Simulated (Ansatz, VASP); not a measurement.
## One calculation of WC, two programs

File INCAR:

```
SYSTEM = WC
  ALGO = Normal
  EDIFF = 1E-7
  ENCUT = 520
  GGA = PE
  ISIF = 2
  ISMEAR = -1
  LASPH = .True.
  LCHARG = .False.
  LREAL = .False.
  LWAVE = .False.
  NBANDS = 16
  NELM = 80
  PREC = Accurate
  SIGMA = 0.05
```

The input KPOINTS:

```
k-points
0
Gamma
  13 13 12
  0 0 0
```

File POSCAR:

```
WC
1.0
    2.8424914073      0.0000000000      0.0000000000
   -1.4212457036      2.4616697688      0.0000000000
    0.0000000000      0.0000000000      2.8290000000
W C
1 1
Direct
    0.0000000000      0.0000000000      0.0000000000
    0.6666666667      0.3333333333      0.5000000000
```

Input for Ansatz:

```yaml
crystal:
  lattice:
    - [2.8424914073, 0.0, 0.0]
    - [-1.4212457036, 2.4616697688, 0.0]
    - [0.0, 0.0, 2.829]
  atoms:
    - { symbol: W, position: [0.0, 0.0, 0.0] }
    - { symbol: C, position: [0.6666666667, 0.3333333333, 0.5] }
kpoints:
  mp_grid: { grid: [13, 13, 12] }
  band_path:
    path:
      - [0.0, 0.0, 0.0]
      - [0.5, 0.0, 0.0]
      - [0.3333333333, 0.3333333333, 0.0]
      - [0.0, 0.0, 0.0]
      - [0.0, 0.0, 0.5]
      - [0.5, 0.0, 0.5]
      - [0.3333333333, 0.3333333333, 0.5]
      - [0.0, 0.0, 0.5]
      - [0.5, 0.0, 0.5]
    npoints: 5
scf:
  occupations: { method: fermi_dirac, width: 0.05 }
hamiltonian:
  xc: pbe
  pseudopotentials: { kind: all_electron, lapw: { basis_error: 0.001 } }
output:
  forces: true
  stress: true
  eigenvalues: true
```

Change from the starting cell: equal xx and yy strain of -2 %.

Alike in both runs: task single point; functional PBE; k mesh 13 × 13 × 12; occupations fermi-dirac, width 0.05 eV; no spin polarisation.

```csv
,VASP,Ansatz
version,VASP 6.6.1,Ansatz 0.2.0
potentials or method,"VASP PAW PBE potentials, release 64 (W_sv, C)","all-electron LAPW, scalar-relativistic"
plane-wave cutoff (eV),520,see its input
```

Ansatz gave:

- pressure (GPa): 26.1
- largest component of the traceless stress (GPa): 8.99

Problem. Estimate VASP's values.

Solution. Pressure (GPa): 27.5; largest component of the traceless stress (GPa): 8.79.

Ansatz ran all-electron here, so the differences hold the error of VASP's frozen core and of both bases.

Caveats: so large a pressure means that the cell lies far from this level's equilibrium, or that cutoff or potentials fall short (VASP). The runs have no spin-orbit coupling, so splittings on W are missing.
